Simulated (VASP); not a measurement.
Input of a VASP 6.6.1 run:

File INCAR:

```
SYSTEM = C
  ALGO = Normal
  EDIFF = 1E-6
  EDIFFG = -0.01
  ENCUT = 600
  GGA = CA
  IBRION = 2
  ISIF = 3
  ISMEAR = 0
  LASPH = .TRUE.
  LCHARG = .FALSE.
  LREAL = .FALSE.
  LWAVE = .FALSE.
  NELM = 80
  NSW = 90
  PREC = Accurate
  SIGMA = 0.03
```

File KPOINTS:

```
k-points
0
G
  12 12 4
  0 0 0
```

POSCAR

```
C
1.0
    2.4672912600      0.0000000000      0.0000000000
   -1.2336456300      2.1367369100      0.0000000000
    0.0000000000      0.0000000000      7.8030730000
C
4
Direct
    0.0000000000      0.0000000000      0.2500000000
    0.0000000000      0.0000000000      0.7500000000
    0.3333333300      0.6666666700      0.2500000000
    0.6666666700      0.3333333300      0.7500000000
```

Potentials or basis: VASP PAW LDA potentials, release 64 (C).

Command:

```bash
$ cat potpaw_LDA.64/C/POTCAR > POTCAR
$ mpirun -np 1 vasp_std > vasp.out
```

**Question.** What does it give for the space group after relaxing (to 0.05 Å)?

**Answer.** P6_3/mmc (No. 194).

**Question.** What does it give for the band gap on the k mesh?

**Answer.** None (metal or under the smearing width).

Final structure:
```cif
data_structure
_symmetry_space_group_name_H-M 'P 1'
_symmetry_Int_Tables_number 1
_cell_length_a 2.4459
_cell_length_b 2.4459
_cell_length_c 6.5969
_cell_angle_alpha 90.000
_cell_angle_beta 90.000
_cell_angle_gamma 120.000
_cell_volume 34.18
loop_
_atom_site_label
_atom_site_type_symbol
_atom_site_fract_x
_atom_site_fract_y
_atom_site_fract_z
_atom_site_occupancy
C1 C 0.00000 0.00000 0.25000 1
C2 C 0.00000 0.00000 0.75000 1
C3 C 0.33333 0.66667 0.25000 1
C4 C 0.66667 0.33333 0.75000 1
```
